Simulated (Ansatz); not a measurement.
C:

```xyz
8
Lattice="2.5221 0.0000 0.0000 -1.2611 2.1842 0.0000 0.0000 0.0000 8.2371" Properties=species:S:1:pos:R:3 pbc="T T T"
C     1.2611    0.7281    6.9501
C     0.0000    1.4561    2.8315
C     1.2611    0.7281    5.4056
C     0.0000    1.4561    1.2870
C     0.0000    0.0000    7.4649
C     0.0000    0.0000    3.3463
C     0.0000    0.0000    4.8908
C     0.0000    0.0000    0.7722
```

This is a hexagonal form of diamond, not graphite.

```yaml
Program: Ansatz 0.2.0
Task: relaxation of cell and atoms
Functional: PBEsol
Dispersion: D3(BJ)
Potentials_or_basis: Ansatz PAW
Cutoff: "420 eV (not typed: the program's choice for these potentials)"
k_mesh: 12 × 12 × 4
Occupations: fermi-dirac, width 0.05 eV
Spin: no spin polarisation
```

At the start: volume 5.67 Å³/atom.

Task: Where does the relaxation end?

Result: It ends after 8 steps and the volume is 5.57 Å³/atom (-1.8 %); space group P6_3/mmc (No. 194, to 0.05 Å).

Step by step:
| step | energy change (eV) | largest force (eV/Å) | volume (Å³) |
| --- | --- | --- | --- |
| 1 | 0.0000 | 0.3307 | 45.38 |
| 2 | -0.0355 | 0.3582 | 44.87 |
| 3 | -0.0446 | 0.1358 | 44.61 |
| 4 | -0.0456 | 0.0078 | 44.56 |
| 5 | -0.0456 | 0.0003 | 44.57 |
| 6 | -0.0409 | 0.0012 | 44.57 |
| 7 | -0.0410 | 0.0001 | 44.55 |
| 8 | -0.0409 | 0.0001 | 44.55 |

Final structure:
```
C
1.0
     2.49833    0.00000    0.00000
    -1.24917    2.16362    0.00000
     0.00000    0.00000    8.24161
C
8
Direct
  0.66667 0.33333 0.84444
  0.33333 0.66667 0.34444
  0.66667 0.33333 0.65556
  0.33333 0.66667 0.15556
  0.00000 0.00000 0.90705
  0.00000 0.00000 0.40705
  0.00000 0.00000 0.59295
  0.00000 0.00000 0.09295
```

Caveat: the plane-wave basis is chosen anew once the cell has moved, so the energies of steps on either side of that aren't comparable; the pressure holds a Pulay correction of +1.0 GPa for the finite cutoff; the PAW data sets come from PBE, with cores solved anew for the run's functional, which leaves a small shift of forces and pressure.
